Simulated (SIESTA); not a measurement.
AlN:

```xyz
4
Lattice="3.3121 0.0000 0.0000 -1.6561 2.8684 0.0000 0.0000 0.0000 4.1876" Properties=species:S:1:pos:R:3 pbc="T T T"
Al    1.6561    0.9561    1.0469
Al    0.0000    1.9123    3.1407
N     1.6561    0.9561    3.1407
N     0.0000    1.9123    1.0469
```

Measurements of this composition are mostly on another form, of space group No. 186.

Base run:

* Program: SIESTA 5.4.2
* Functional: PBEsol
* Potentials or basis: PseudoDojo 0.4 standard (PBEsol files)
* Basis: DZP (energy shift 0.003 Ry)
* Grid cutoff: 800 Ry
* Energy shift: 0.003 Ry
* k mesh: 9 × 9 × 7
* Occupations: fermi-dirac, width 0.05 eV
* Spin: no spin polarisation

Its results: band gap on the k mesh 3.47 eV, direct; pressure -0.9 GPa.

The run is repeated on the same cell with these changes: functional from PBEsol to LDA; potentials or basis from PseudoDojo 0.4 standard (PBEsol files) to PseudoDojo 0.4 standard (LDA files). What comes out?

Band gap on the k mesh 3.59 eV, direct; pressure -6.8 GPa.

Caveats: the basis of atomic orbitals isn't converged, which shifts pressures, moduli and gaps.
